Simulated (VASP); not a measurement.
# B (Pm-3m) in VASP: further runs, part 2 of 2

VASP 6.6.1. The steps go on from the part before.

**4. Single point, PBE (the structure that the rattled cell fell into)**

INCAR reads:

```
ALGO = Fast
EDIFF = 1E-6
ENCUT = 520
GGA = PE
ISIF = 2
ISMEAR = 0
LASPH = True
LCHARG = False
LREAL = False
LWAVE = False
NBANDS = 10
NELM = 100
PREC = Accurate
SIGMA = 0.1
```

KPOINTS reads:

```
k-points
0
Gamma
  34 20 14
```

POSCAR reads:

```
B
1.0
    1.6245607730      0.0000000000      0.0000000000
    0.0000000000      2.8661475959      0.0000000000
    0.0000000000      0.0000000000      3.9143983954
B
2
Direct
    0.0000000000      0.5000000000      0.6092642082
    0.5000000000      0.0000000000      0.3907357918
```

Potentials or basis: VASP PAW PBE potentials, release 64 (B).

Started as:

```console
$ cat potpaw_PBE.64/B/POTCAR > POTCAR
$ mpirun -np 1 vasp_std > vasp.out
```

OUTCAR:

```text
EDIFF = 1E-6
   ENCUT = 520
   GGA = PE
   ISIF = 2
   ISMEAR = 0
   LASPH = True
   LREAL = False
   NELM = 100
   PREC = Accurate

 ion  position               nearest neighbor table
   1  0.000  0.500  0.609-   2 1.86   2 1.86   2 1.86   2 1.86
   2  0.500  0.000  0.391-   1 1.86   1 1.86   1 1.86   1 1.86

  LATTYP: Found a simple orthorhombic cell.
 ALAT       =     1.6245607730
 B/A-ratio  =     1.7642600040
 C/A-ratio  =     2.4095118265

  Lattice vectors:

[... 492 lines left out ...]
      3       0.0035      2.00000
      4       3.1666      2.00000
      5       7.8100      0.00000
      6      13.2692      0.00000
      7      16.6474      0.00000
      8      19.8831      0.00000
      9      22.0153      0.00000
     10      26.3391      0.00000

 [... further k-points ...]
[... 5 lines left out ...]
  --------------------------------------------------------------------------------------
  -------------------------------------------------------------------------------------
  Total       -0.0012401      0.0006605     -0.0006754      0.0000000      0.0000000      0.0000000
  in kB       -0.1090070      0.0580650     -0.0593680      0.0000000      0.0000000      0.0000000
  external PRESSURE =      -0.0367700 kB  Pullay stress =       0.0000000 kB

 VOLUME and BASIS-vectors are now :
 -----------------------------------------------------------------------------
  energy-cutoff  :      520.00
  volume of cell :       18.23
      direct lattice vectors                 reciprocal lattice vectors
     1.624560773  0.000000000  0.000000000     0.615550995  0.000000000  0.000000000
     0.000000000  2.866147596  0.000000000     0.000000000  0.348900385  0.000000000
     0.000000000  0.000000000  3.914398395     0.000000000  0.000000000  0.255467098

 POSITION                                       TOTAL-FORCE (eV/Angst)
 -----------------------------------------------------------------------------------
      0.00000      1.43307      2.38490         0.000000      0.000000     -0.001929
      0.81228      0.00000      1.52950         0.000000      0.000000      0.001929
 -----------------------------------------------------------------------------------
    total drift:                                0.000000      0.000000     -0.000000

  FREE ENERGIE OF THE ION-ELECTRON SYSTEM (eV)
  ---------------------------------------------------
  free  energy   TOTEN  =       -12.4578844477 eV

  energy  without entropy=      -12.4559081152  energy(sigma->0) =      -12.45689628
```

OSZICAR:

```text
N       E                     dE             d eps       ncg     rms          rms(c)
DAV:   1     0.326977517895E+01    0.32698E+01   -0.31350E+03 32336   0.522E+02
DAV:   2    -0.129095658060E+02   -0.16179E+02   -0.15743E+02 42942   0.103E+02
DAV:   3    -0.131735311156E+02   -0.26397E+00   -0.26254E+00 38130   0.104E+01
DAV:   4    -0.131740065573E+02   -0.47544E-03   -0.47540E-03 35610   0.487E-01
DAV:   5    -0.131740072320E+02   -0.67472E-06   -0.67460E-06 36218   0.184E-02    0.446E+00
RMM:   6    -0.126330146791E+02    0.54099E+00   -0.14906E-01 32009   0.208E+00    0.254E+00
RMM:   7    -0.124570516514E+02    0.17596E+00   -0.19480E-01 34727   0.244E+00    0.450E-01
RMM:   8    -0.124580714555E+02   -0.10198E-02   -0.92983E-03 33806   0.709E-01    0.611E-02
RMM:   9    -0.124578728556E+02    0.19860E-03   -0.81215E-04 36347   0.187E-01    0.360E-02
RMM:  10    -0.124578940640E+02   -0.21208E-04   -0.11677E-04 35348   0.780E-02    0.171E-02
RMM:  11    -0.124578851117E+02    0.89523E-05   -0.13766E-05 36974   0.242E-02    0.616E-03
RMM:  12    -0.124578844477E+02    0.66395E-06   -0.28921E-06 35960   0.114E-02
   1 F= -.12457884E+02 E0= -.12456896E+02  d E =-.197633E-02
```

stdout:

```text
POSCAR found type information on POSCAR B
 POSCAR found :  1 types and       2 ions
 scaLAPACK will be used
 LDA part: xc-table for (Slater+PW92), standard interpolation
 POSCAR, INCAR and KPOINTS ok, starting setup
 FFT: planning ... GRIDC
 FFT: planning ... GRID_SOFT
 FFT: planning ... GRID
 WAVECAR not read
 entering main loop
WARNING in EDDRMM: call to ZHEGV failed, returncode =   6  3     10
```

Run time: 3.1 min. Hardware: 1 thread of Intel Xeon Platinum 8375C at 2.90GHz (Ice Lake), shared host; peak memory 0.32 GiB.

Results:

```yaml
Free_energy: -12.4579 eV
Pressure: 0.0 GPa
Band_gap_on_the_k_mesh: none (metal or under the smearing width)
```

Levels at points of the mesh, in eV from the Fermi level:
```
           k point  band 1  band 2  band 3  band 4  band 5  band 6  band 7
(0.00, 0.00, 0.00)  -16.11   -5.87   -5.31   -2.39    2.96    8.27   11.42
(0.50, 0.00, 0.00)   -7.00   -7.00    6.52    6.52    7.43    7.43   10.69
(0.00, 0.50, 0.00)  -12.72  -12.72   -3.14   -3.14    5.12    5.12   15.43
(0.50, 0.50, 0.00)   -6.17   -6.17    3.41    3.41    8.54    8.54    8.81
(0.00, 0.00, 0.50)  -15.87   -8.11   -5.21    1.40    3.14    7.19   10.20
(0.50, 0.00, 0.50)   -6.93   -6.93    5.45    5.45    7.49    7.49   10.84
(0.00, 0.50, 0.50)  -12.52  -12.52   -4.50   -4.50    9.85    9.85   13.65
(0.50, 0.50, 0.50)   -6.10   -6.10    3.57    3.57    7.92    7.92    8.02
```

Caveat: this functional lacks dispersion, which binds the layers, so the pressure and a relaxed spacing across them are unreliable.

**5. Summary**

| task | cell | k mesh | cutoff (eV) | gap on the mesh (eV) | pressure (GPa) |
| --- | --- | --- | --- | --- | --- |
| single point | random cell by space group and Wyckoff sites (Pmmm, No. 47) | 28 × 28 × 28 | 520 | none | 0.1 |
| relaxation of cell and atoms | relaxed from: random cell by space group and Wyckoff sites (Pmmm, No. 47) | 28 × 28 × 28 | 600 | none | 0.1 |
| single point | the structure that the rattled cell fell into | 34 × 20 × 14 | 520 | none | 0.0 |

Alike in all rows: level PBE; potentials or basis VASP PAW PBE potentials, release 64 (B); no spin polarisation; smearing gaussian 0.1 eV.

Caveats: the relaxation stopped at its first step, so nothing moved (some runs); this functional lacks dispersion, which binds the layers, so the pressure and a relaxed spacing across them are unreliable (some runs).

Absolute energies hang on the potentials; compare differences alone.
